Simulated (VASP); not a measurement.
# ZnSe (Stilleite) (F-43m) in VASP: notebook

One crystal, ZnSe (Stilleite), is run at these levels: PBEsol, r2SCAN, PBE+D3(BJ); tasks: relaxation of cell and atoms.

All numbers are computed with VASP 6.6.1; they aren't measurements. Logs are shortened: lines on timing, memory, paths and dates and some standing lists are left out, and cuts for length are marked.

### Step 1. The structure

The structure is cubic, space group F-43m (No. 216). The conventional cell has a = 5.641 Å, b = 5.641 Å, c = 5.641 Å, α = 90.00°, β = 90.00°, γ = 90.00°. Around Zn (site symmetry -43m) lie 4 Se at 2.44 Å. Se (site symmetry -43m) has 4 Zn at 2.44 Å as nearest neighbours.

### Step 2. Relaxation of cell and atoms, PBEsol

Contents of INCAR:

```
SYSTEM = ZnSe
ALGO = Normal ; EDIFF = 1E-7
EDIFFG = -0.005 ; ENCUT = 600
GGA = PS ; IBRION = 2
ISIF = 3 ; ISMEAR = 0
LASPH = .True. ; LCHARG = .False.
LREAL = .False. ; LWAVE = .False.
NELM = 80 ; NSW = 90
PREC = Accurate ; SIGMA = 0.03
```

Contents of KPOINTS:

```
k-points
0
Gamma
  8 8 8
  0 0 0
```

Contents of POSCAR:

```
ZnSe                                    
1.0
   -0.0000000000      2.8206646090      2.8206646090
    2.8206646090     -0.0000000000      2.8206646090
    2.8206646090      2.8206646090      0.0000000000
  Zn              Se            
     1     1
Direct
     0.0000000000000000    0.0000000000000000    0.0000000000000000
     0.2500000000000000    0.2500000000000000    0.2500000000000000
```

Potentials or basis: VASP PAW PBE potentials, release 64 (Zn, Se).

The run is started by

```bash
cat potpaw_PBE.64/Zn/POTCAR potpaw_PBE.64/Se/POTCAR > POTCAR
mpirun -np 1 vasp_std > vasp.out
```

OUTCAR:

```text
SYSTEM = ZnSe
   EDIFF = 1E-7
   EDIFFG = -0.005
   ENCUT = 600
   GGA = PS
   IBRION = 2
   ISIF = 3
   ISMEAR = 0
   LASPH = .True.
   LREAL = .False.
   NELM = 80
   NSW = 90
   PREC = Accurate

 ion  position               nearest neighbor table
   1  0.000  0.000  0.000-   2 2.44   2 2.44   2 2.44   2 2.44
   2  0.250  0.250  0.250-   1 2.44   1 2.44   1 2.44   1 2.44

  LATTYP: Found a face centered cubic cell.
 ALAT       =     5.6413292180

  Lattice vectors:

 A1 = (   0.0000000000,   2.8206646090,   2.8206646090)
 A2 = (   2.8206646090,   0.0000000000,   2.8206646090)
 A3 = (   2.8206646090,   2.8206646090,   0.0000000000)

Analysis of symmetry for initial positions (statically):
=====================================================================
 Subroutine PRICEL returns:
 Original cell was already a primitive cell.

 Routine SETGRP: Setting up the symmetry group for a
 face centered cubic supercell.

 Subroutine GETGRP returns: Found 24 space group operations
 (whereof 24 operations were pure point group operations)
 out of a pool of 48 trial point group operations.

The static configuration has the point symmetry T_d .

Analysis of symmetry for dynamics (positions and initial velocities):
=====================================================================
 Subroutine PRICEL returns:
 Original cell was already a primitive cell.

 Routine SETGRP: Setting up the symmetry group for a
 face centered cubic supercell.

 Subroutine GETGRP returns: Found 24 space group operations
 (whereof 24 operations were pure point group operations)
 out of a pool of 48 trial point group operations.

The dynamic configuration has the point symmetry T_d .

 Subroutine INISYM returns: Found 24 space group operations
 (whereof 24 operations are pure point group operations),
 and found     1 'primitive' translations

----------------------------------------------------------------------------------------

                                     Primitive cell

  volume of cell :      44.8833

  direct lattice vectors                    reciprocal lattice vectors
     0.000000000  2.820664609  2.820664609    -0.177263188  0.177263188  0.177263188
     2.820664609  0.000000000  2.820664609     0.177263188 -0.177263188  0.177263188
     2.820664609  2.820664609  0.000000000     0.177263188  0.177263188 -0.177263188

  length of vectors
     3.989022145  3.989022145  3.989022145     0.307028847  0.307028847  0.307028847

  position of ions in fractional coordinates (direct lattice)
     0.000000000  0.000000000  0.000000000
     0.250000000  0.250000000  0.250000000

  ion indices of the primitive-cell ions
   primitive index   ion index
                 1           1
                 2           2

----------------------------------------------------------------------------------------

 KPOINTS: k-points

Automatic generation of k-mesh.
 Grid dimensions read from file:
 generate k-points for:    8    8    8

 Generating k-lattice:

  Cartesian coordinates                     Fractional coordinates (reciprocal lattice)
    -0.022157898  0.022157898  0.022157898     0.125000000  0.000000000  0.000000000
     0.022157898 -0.022157898  0.022157898     0.000000000  0.125000000  0.000000000
     0.022157898  0.022157898 -0.022157898     0.000000000  0.000000000  0.125000000

  Length of vectors
     0.038378606  0.038378606  0.038378606

  Shift w.r.t. Gamma in fractional coordinates (k-lattice)
     0.000000000  0.000000000  0.000000000

 Subroutine IBZKPT returns following result:
 ===========================================

 Found     29 irreducible k-points:

 Following reciprocal coordinates:
            Coordinates               Weight
  0.000000  0.000000  0.000000      1.000000
  0.125000  0.000000  0.000000      8.000000
  0.250000  0.000000  0.000000      8.000000
  0.375000  0.000000  0.000000      8.000000
  0.500000  0.000000  0.000000      4.000000
  0.125000  0.125000  0.000000      6.000000
[... 16 lines left out ...]
  0.500000  0.250000  0.125000     48.000000
[... 42 lines left out ...]
  free energy    TOTEN  =        -6.77313575 eV

  energy without entropy =       -6.77313575  energy(sigma->0) =       -6.77313575

 E-fermi :   1.7392     XC(G=0):  -9.5897

 val. band max:        1.6084052323   @ k =   0.0000   0.0000   0.0000
 cond. band min:       2.8345994365   @ k =   0.0000   0.0000   0.0000
 fundamental gap:      1.2261942041
 Fermi energy:         1.7391862649

 k-point     1 :       0.0000    0.0000    0.0000
  band No.  band energies     occupation
      1     -11.7684      2.00000
      2      -5.0007      2.00000
      3      -5.0007      2.00000
      4      -5.0007      2.00000
      5      -4.6164      2.00000
      6      -4.6164      2.00000
      7       1.6084      2.00000
      8       1.6084      2.00000
      9       1.6084      2.00000
     10       2.8346      0.00000
     11       7.3354      0.00000
     12       7.3354      0.00000
     13       7.3354      0.00000

 k-point     2 :       0.1250    0.0000    0.0000
  band No.  band energies     occupation
      1     -11.6641      2.00000
      2      -4.9959      2.00000
      3      -4.9843      2.00000
      4      -4.9843      2.00000
      5      -4.6179      2.00000
      6      -4.6179      2.00000
      7       0.2490      2.00000
      8       1.4504      2.00000
      9       1.4504      2.00000
     10       3.8446      0.00000
     11       7.2727      0.00000
     12       7.5960      0.00000
     13       7.5960      0.00000

 k-point     3 :       0.2500    0.0000    0.0000
  band No.  band energies     occupation
      1     -11.3926      2.00000
      2      -4.9482      2.00000
      3      -4.9482      2.00000
      4      -4.9452      2.00000
      5      -4.6165      2.00000
      6      -4.6165      2.00000
      7      -1.5135      2.00000
      8       1.1143      2.00000
      9       1.1143      2.00000
     10       4.2981      0.00000
     11       7.9779      0.00000
     12       7.9779      0.00000
     13       8.1106      0.00000
[... 305 lines left out ...]
 k-point    23 :       0.5000    0.2500    0.1250
  band No.  band energies     occupation
      1     -10.9237      2.00000
      2      -4.9056      2.00000
      3      -4.8709      2.00000
      4      -4.7412      2.00000
      5      -4.6043      2.00000
      6      -4.5529      2.00000
      7      -2.8368      2.00000
      8      -0.7476      2.00000
      9       0.2767      2.00000
     10       5.8422      0.00000
     11       7.0557      0.00000
     12       8.2188      0.00000
     13       9.8047      0.00000

 k-point    24 :      -0.3750    0.2500    0.1250
  band No.  band energies     occupation
      1     -10.8095      2.00000
      2      -4.8963      2.00000
      3      -4.8556      2.00000
      4      -4.6524      2.00000
      5      -4.6096      2.00000
      6      -4.4004      2.00000
      7      -3.4112      2.00000
      8      -0.8843      2.00000
      9       0.0903      2.00000
     10       5.8075      0.00000
     11       7.0235      0.00000
     12       8.9812      0.00000
     13      10.2160      0.00000

 [... further k-points ...]
[... 5 lines left out ...]
  --------------------------------------------------------------------------------------
  -------------------------------------------------------------------------------------
  Total       -0.0086879     -0.0086879     -0.0086879      0.0000000      0.0000000      0.0000000
  in kB       -0.3101269     -0.3101269     -0.3101269      0.0000000      0.0000000      0.0000000
  external PRESSURE =      -0.3101269 kB  Pullay stress =       0.0000000 kB

 VOLUME and BASIS-vectors are now :
 -----------------------------------------------------------------------------
  energy-cutoff  :      600.00
  volume of cell :       44.88
      direct lattice vectors                 reciprocal lattice vectors
     0.000000000  2.820664609  2.820664609    -0.177263188  0.177263188  0.177263188
     2.820664609  0.000000000  2.820664609     0.177263188 -0.177263188  0.177263188
     2.820664609  2.820664609  0.000000000     0.177263188  0.177263188 -0.177263188

 POSITION                                       TOTAL-FORCE (eV/Angst)
 -----------------------------------------------------------------------------------
      0.00000      0.00000      0.00000         0.000000      0.000000      0.000000
      1.41033      1.41033      1.41033        -0.000000     -0.000000     -0.000000
 -----------------------------------------------------------------------------------
    total drift:                                0.000001      0.000001      0.000000

  FREE ENERGIE OF THE ION-ELECTRON SYSTEM (eV)
  ---------------------------------------------------
  free  energy   TOTEN  =        -6.7731357521 eV

  energy  without entropy=       -6.7731357521  energy(sigma->0) =       -6.77313575

 reached required accuracy - stopping structural energy minimisation
```

Wall time 17 s (1 thread of Intel Xeon Platinum 8488C (Sapphire Rapids), shared host); peak memory 0.18 GiB.

What came out:

```yaml
Free_energy: -6.7731 eV
Pressure_after_relaxing: 0.0 GPa
Band_gap_on_the_k_mesh: 1.23 eV, direct
```

Final structure:
```
Zn Se
1.0
     0.00000    2.82066    2.82066
     2.82066    0.00000    2.82066
     2.82066    2.82066    0.00000
Zn Se
1 1
Cartesian
  0.0000 0.0000 0.0000
  1.4103 1.4103 1.4103
```

Caveat: the relaxation stopped at its first step, so nothing moved; the PAW data sets were made with another functional, which shifts forces and pressure a little.

### Step 3. Relaxation of cell and atoms, r2SCAN

This run uses another cell than the first one, of 22.76 Å³/atom, 1.014 times its volume.

Contents of INCAR:

```
  ALGO = Normal
  EDIFF = 1E-6
  EDIFFG = -0.01
  ENCUT = 600
  IBRION = 2
  ISIF = 3
  ISMEAR = 0
  LASPH = T
  LCHARG = F
  LMIXTAU = T
  LREAL = F
  LWAVE = F
  METAGGA = R2SCAN
  NELM = 80
  NSW = 90
  PREC = Accurate
  SIGMA = 0.03
```

Contents of KPOINTS:

```
k-points
0
Gamma
  8 8 8
```

Contents of POSCAR:

```
ZnSe
1.0
    0.0000000000      2.8338000000      2.8338000000
    2.8338000000      0.0000000000      2.8338000000
    2.8338000000      2.8338000000      0.0000000000
Zn Se
1 1
Direct
    0.0000000000      0.0000000000      0.0000000000
    0.2500000000      0.2500000000      0.2500000000
```

Potentials or basis: VASP PAW PBE potentials, release 64 (Zn, Se).

The run is started by

```bash
cat potpaw_PBE.64/Zn/POTCAR potpaw_PBE.64/Se/POTCAR > POTCAR
mpirun -np 1 vasp_std > vasp.out
```

Wall time 64 s (1 thread of AMD EPYC 9R45 (Zen 5), shared host); peak memory 0.16 GiB.

Results (log left out):

```
Free energy             : -24.9107 eV
Pressure after relaxing : 0.0 GPa
Band gap on the k mesh  : 1.87 eV, direct
```

Final structure:
```yaml
crystal:
  lattice:
    - [0.00000, 2.83380, 2.83380]
    - [2.83380, 0.00000, 2.83380]
    - [2.83380, 2.83380, 0.00000]
  atoms:
    - { symbol: Zn, position: [0.00000, 0.00000, 0.00000] }
    - { symbol: Se, position: [0.25000, 0.25000, 0.25000] }
```

Levels at points of the mesh, in eV from the valence-band top:
```csv
k point,band 6,band 7,band 8,band 9,band 10,band 11,band 12,band 13
"(0.00, 0.00, 0.00)",-6.29,0.00,0.00,0.00,1.87,6.32,6.32,6.32
"(0.50, 0.00, 0.00)",-6.13,-5.30,-0.88,-0.88,3.05,6.87,6.87,9.07
"(0.50, 0.50, 0.00)",-6.11,-4.79,-2.23,-2.23,3.34,3.87,11.51,12.07
```

Caveat: the relaxation stopped at its first step, so nothing moved; the PAW data sets were made with another functional, which shifts forces and pressure a little. r2SCAN opens gaps a little over a GGA but as a rule still falls short of measured ones.

### Step 4. Relaxation of cell and atoms, r2SCAN

This run uses another cell than the first one, of 22.76 Å³/atom, 1.014 times its volume.

INCAR: that of step 3 with these lines changed.

```diff
@@ -1,4 +1,4 @@
   ALGO = Normal
-  EDIFF = 1E-6
-  EDIFFG = -0.01
+  EDIFF = 1E-7
+  EDIFFG = -0.005
   ENCUT = 600
```

KPOINTS is that of step 3.

Contents of POSCAR:

```
ZnSe                                    
1.0
    0.0000000000      2.8338000000      2.8338000000
    2.8338000000      0.0000000000      2.8338000000
    2.8338000000      2.8338000000      0.0000000000
  Zn              Se            
     1     1
Direct
     0.0000000000000000    0.0000000000000000    0.0000000000000000
     0.2500000000000000    0.2500000000000000    0.2500000000000000
```

The run is started by

```bash
cat potpaw_PBE.64/Zn/POTCAR potpaw_PBE.64/Se/POTCAR > POTCAR
mpirun -np 1 vasp_std > vasp.out
```

It took 70 s on 1 thread of AMD EPYC 9R45 (Zen 5), shared host; peak memory 0.17 GiB.

It converged, with:

- Free energy: -24.9107 eV
- Pressure after relaxing: 0.0 GPa
- Band gap on the k mesh: 1.87 eV, direct

Final structure:
```yaml
crystal:
  lattice:
    - [0.00000, 2.83380, 2.83380]
    - [2.83380, 0.00000, 2.83380]
    - [2.83380, 2.83380, 0.00000]
  atoms:
    - { symbol: Zn, position: [0.00000, 0.00000, 0.00000] }
    - { symbol: Se, position: [0.25000, 0.25000, 0.25000] }
```

Levels at points of the mesh, in eV from the valence-band top:
```
           k point  band 5  band 6  band 7  band 8  band 9  band 10  band 11  band 12  band 13
(0.00, 0.00, 0.00)   -6.29   -6.29    0.00    0.00    0.00     1.87     6.32     6.32     6.32
(0.50, 0.00, 0.00)   -6.27   -6.13   -5.30   -0.88   -0.88     3.05     6.87     6.87     9.07
(0.50, 0.50, 0.00)   -6.24   -6.11   -4.79   -2.23   -2.23     3.34     3.87    11.51    12.07
```

Caveat: the relaxation stopped at its first step, so nothing moved; the PAW data sets were made with another functional, which shifts forces and pressure a little. r2SCAN opens gaps a little over a GGA but as a rule still falls short of measured ones.

### Step 5. Relaxation of cell and atoms, PBE+D3(BJ)

This run uses another cell than the first one, of 22.76 Å³/atom, 1.014 times its volume.

Contents of INCAR:

```
SYSTEM = ZnSe
  ALGO = Normal
  EDIFF = 1E-6
  EDIFFG = -0.01
  ENCUT = 600
  GGA = PE
  IBRION = 2
  ISIF = 3
  ISMEAR = 0
  IVDW = 12
  LASPH = .True.
  LCHARG = .False.
  LREAL = .False.
  LWAVE = .False.
  NELM = 80
  NSW = 90
  PREC = Accurate
  SIGMA = 0.03
```

Contents of KPOINTS:

```
k-points
0
Gamma
  8 8 8
  0 0 0
```

Contents of POSCAR:

```
ZnSe
1.0
    0.0000000000      2.8338000000      2.8338000000
    2.8338000000      0.0000000000      2.8338000000
    2.8338000000      2.8338000000      0.0000000000
Zn Se
1 1
Direct
    0.0000000000      0.0000000000      0.0000000000
    0.2500000000      0.2500000000      0.2500000000
```

The run is started by

```bash
cat potpaw_PBE.64/Zn/POTCAR potpaw_PBE.64/Se/POTCAR > POTCAR
mpirun -np 1 vasp_std > vasp.out
```

Run time: 38 s. Hardware: 1 thread of Intel Xeon Platinum 8375C at 2.90GHz (Ice Lake), shared host; peak memory 0.2 GiB.

It converged, with:

```yaml
Free_energy: -6.6645 eV
Relaxed_volume: 22.67 Å³/atom
Relaxed_cell: a = 4.003 Å, b = 4.003 Å, c = 4.003 Å, α = 60.00°, β = 60.00°, γ = 60.00°
Space_group_after_relaxing_to_0.05_Å: F-43m (No. 216)
Energy_gained_by_relaxing: 0.0 meV/atom
Ionic_steps: 2
Pressure_after_relaxing: 0.0 GPa
Band_gap_on_the_k_mesh: 1.31 eV, direct
Dispersion_energy_per_atom: -0.324 eV
```

Final structure:
```
Zn Se
1.0
     0.00000    2.83020    2.83020
     2.83020    0.00000    2.83020
     2.83020    2.83020    0.00000
Zn Se
1 1
Direct
  0.00000 0.00000 0.00000
  0.25000 0.25000 0.25000
```

Levels at points of the mesh, in eV from the valence-band top:
```csv
k point,band 5,band 6,band 7,band 8,band 9,band 10,band 11,band 12,band 13
"(0.00, 0.00, 0.00)",-6.19,-6.19,0.00,0.00,0.00,1.31,5.80,5.80,5.80
"(0.50, 0.00, 0.00)",-6.17,-6.03,-5.25,-0.87,-0.87,2.55,6.38,6.38,8.59
"(0.50, 0.50, 0.00)",-6.14,-6.01,-4.77,-2.20,-2.20,2.97,3.46,10.77,11.27
```

### Step 6. Relaxation of cell and atoms, PBE+D3(BJ)

This run uses another cell than the first one, of 22.67 Å³/atom, 1.010 times its volume.

INCAR: that of step 5 with these lines changed.

```diff
@@ -2,4 +2,4 @@
   ALGO = Normal
-  EDIFF = 1E-6
-  EDIFFG = -0.01
+  EDIFF = 1E-7
+  EDIFFG = -0.005
   ENCUT = 600
```

KPOINTS is that of step 5.

Contents of POSCAR:

```
ZnSe                                    
1.0
   -0.0000000000      2.8302044567      2.8302044567
    2.8302044567      0.0000000000      2.8302044567
    2.8302044567      2.8302044567     -0.0000000000
  Zn              Se            
     1     1
Direct
     0.0000000000000000    0.0000000000000000    0.0000000000000000
     0.2500000000000000    0.2500000000000000    0.2500000000000000
```

Potentials or basis: VASP PAW PBE potentials, release 64 (Zn, Se).

The run is started by

```bash
cat potpaw_PBE.64/Zn/POTCAR potpaw_PBE.64/Se/POTCAR > POTCAR
mpirun -np 1 vasp_std > vasp.out
```

Run time: 40 s. Hardware: 1 thread of Intel Xeon Platinum 8375C at 2.90GHz (Ice Lake), shared host; peak memory 0.19 GiB.

Results (log left out):

```
Free energy                            : -6.6645 eV
Relaxed volume                         : 22.69 Å³/atom
Relaxed cell                           : a = 4.004 Å, b = 4.004 Å, c = 4.004 Å, α = 60.00°, β = 60.00°, γ = 60.00°
Space group after relaxing (to 0.05 Å) : F-43m (No. 216)
Energy gained by relaxing              : 0.0 meV/atom
Ionic steps                            : 2
Pressure after relaxing                : 0.0 GPa
Band gap on the k mesh                 : 1.30 eV, direct
Dispersion energy per atom             : -0.323 eV
```

Final structure:
```cif
data_structure
_symmetry_space_group_name_H-M 'P 1'
_symmetry_Int_Tables_number 1
_cell_length_a 4.0040
_cell_length_b 4.0040
_cell_length_c 4.0040
_cell_angle_alpha 60.000
_cell_angle_beta 60.000
_cell_angle_gamma 60.000
_cell_volume 45.39
loop_
_atom_site_label
_atom_site_type_symbol
_atom_site_fract_x
_atom_site_fract_y
_atom_site_fract_z
_atom_site_occupancy
Zn1 Zn 0.00000 0.00000 0.00000 1
Se1 Se 0.25000 0.25000 0.25000 1
```

Levels at points of the mesh, in eV from the valence-band top:
```
           k point  band 6  band 7  band 8  band 9  band 10  band 11  band 12  band 13
(0.00, 0.00, 0.00)   -6.18    0.00    0.00    0.00     1.30     5.80     5.80     5.80
(0.50, 0.00, 0.00)   -6.02   -5.25   -0.87   -0.87     2.55     6.38     6.38     8.59
(0.50, 0.50, 0.00)   -6.00   -4.77   -2.20   -2.20     2.98     3.46    10.76    11.27
```

### Step 7. Summary

```tsv
level	gap on the mesh (eV)	pressure (GPa)
PBEsol	1.23	0.0
r2SCAN	1.87	0.0
PBE+D3(BJ)	1.30	0.0
```

Alike in all rows: task relaxation of cell and atoms; potentials or basis VASP PAW PBE potentials, release 64 (Zn, Se); no spin polarisation; cell relaxed; k mesh 8 × 8 × 8; cutoff (eV) 600; smearing gaussian 0.03 eV.

Caveats: the relaxation stopped at its first step, so nothing moved (some runs); the PAW data sets were made with another functional, which shifts forces and pressure a little (some runs).

Total energies depend on the potentials used, so only differences within one code and one set of settings carry meaning.
